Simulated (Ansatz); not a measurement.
# A series in volume scale on Zr

Periodic Kohn-Sham DFT of a crystal at fixed atoms, scaled to volume_scale times the given cell; pressure positive in compression, energy less spherical unpolarised free atoms, largest_vzz the field gradient of largest size among the nuclei. The results are calculated, by Ansatz 0.2.0.

The cell before it is scaled or strained (space group P6_3/mmc, No. 194):
```
CELL_PARAMETERS angstrom
3.23200 0.00000 0.00000
-1.61600 2.79900 0.00000
0.00000 0.00000 5.14700
ATOMIC_POSITIONS crystal
Zr 0.33333 0.66667 0.25000
Zr 0.66667 0.33333 0.75000
```

Settings of every row: method all-electron LAPW; functional PBE; relativity scalar; k mesh 13x13x7; filling fermi-dirac; smearing width 0.03 eV; basis error target 0.25 meV/atom; nucleus gaussian.

Atom start moment: 0 on all atoms.

```csv
row,volume scale,V (Å³/atom),energy less free atoms (eV/atom),pressure (GPa)
1,0.9405,21.896,-7.2696,6.92
2,0.98,22.815,-7.2962,2.482
3,1,23.281,?,?
4,1.02,23.746,-7.2992,-1.331
5,1.06,24.678,-7.2819,-4.553
```

Question: what energy less free atoms and pressure should row 3 give?

Worked fit of energy less free atoms. Take u = (V_r/V)^(2/3) − 1 with V_r = 23.28 Å³ an atom, which is twice the finite (Eulerian) strain; such expansions in the strain, on which the Birch-Murnaghan equation of state is built, carry the rest volume and the bulk modulus. The shown rows have u = 0.04171, 0.01354, -0.01313, -0.03813. Least squares give energy less free atoms = −7.30045 + 0.0998 × u + 15.354 × u² eV/atom; a straight line predicts inner rows, each left out in turn, worse (root mean square 0.016 against 0.00019 eV/atom). The rows lie off it by 0.0000, 0.0001, -0.0001, 0.0000. Its lowest point lies at u = -0.0032, or V = 23.39 Å³ an atom, and the curvature there gives the bulk modulus at fixed shape and fractions, B = (4/9)(1 + u)² E″(u)/V = 92.9 GPa. Letting shape and atoms relax would as a rule lower it, by much in layered, chain or molecular crystals. The withheld row has u = -3e-05, so the fit gives −7.30045 + 0.0998 × (-3e-05) + 15.354 × (-3e-05)² = -7.3005 eV/atom.

The calculation gave -7.3005 eV/atom. The fit meets it to the printed digit.

Worked fit of pressure. Take u = (V_r/V)^(2/3) − 1 with V_r = 23.28 Å³ an atom, which is twice the finite (Eulerian) strain; such expansions in the strain, on which the Birch-Murnaghan equation of state is built, carry the rest volume and the bulk modulus. The shown rows have u = 0.04171, 0.01354, -0.01313, -0.03813. Least squares give pressure = 0.4984 + 142.749 × u + 268.97 × u² GPa; a straight line predicts inner rows, each left out in turn, worse (root mean square 0.27 against 0.0033 GPa). The rows lie off it by 0.000, 0.001, -0.001, 0.001. The pressure vanishes at u = -0.0035, or V = 23.4 Å³ an atom, and there the bulk modulus at fixed shape and fractions is B = −V dP/dV = (2/3)(1 + u) dP/du = 93.6 GPa. Letting shape and atoms relax would as a rule lower it, by much in layered, chain or molecular crystals. The withheld row has u = -3e-05, so the fit gives 0.4984 + 142.749 × (-3e-05) + 268.97 × (-3e-05)² = 0.494 GPa.

The calculation gave 0.497 GPa. The fit lies 0.003 GPa (0.026 % of the column's range) below it; its largest miss of a shown row is 0.001 GPa.
